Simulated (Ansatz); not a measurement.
Crystal: MnS.

```
Mn S
1.0
     0.00000    2.60450    2.60450
     2.60450    0.00000    2.60450
     2.60450    2.60450    0.00000
Mn S
1 1
Cartesian
  0.0000 0.0000 0.0000
  2.6045 2.6045 2.6045
```

Base run:

- Program: Ansatz 0.2.0
- Functional: PBEsol
- Potentials or basis: Ansatz PAW
- Cutoff: 420 eV (not typed: the program's choice for these potentials)
- k mesh: 9 × 9 × 9
- Occupations: fermi-dirac, width 0.05 eV
- Spin: collinear spin, ferromagnetic start
- Starting moments: [4.0, 0.0] μB
- Hubbard terms: Mn d U = 4 eV

Its results: band gap on the k mesh 0.90 eV, indirect (least direct gap 2.53 eV); pressure 1.2 GPa; net moment 5.00 μB per cell; site moments Mn +4.49; S +0.11 μB.

Q: The run is repeated on the same cell with these changes: hubbard terms from Mn d U = 4 eV to Mn d U = 2 eV. What comes out?

A: Band gap on the k mesh none (metal or under the smearing width); pressure -1.2 GPa; net moment 4.98 μB per cell; site moments Mn +4.42; S +0.16 μB.

Caveats: the magnetic or orbital state may not be the lowest; a cell with one magnetic atom can't hold antiferromagnetic order, which such compounds often take; the PAW data sets come from PBE, with cores solved anew for the run's functional, which leaves a small shift of forces and pressure; odd divisions of the mesh miss points on the zone boundary, where band edges often lie, so the gap on the mesh can be too wide (some runs).

A k mesh can miss the band edges.
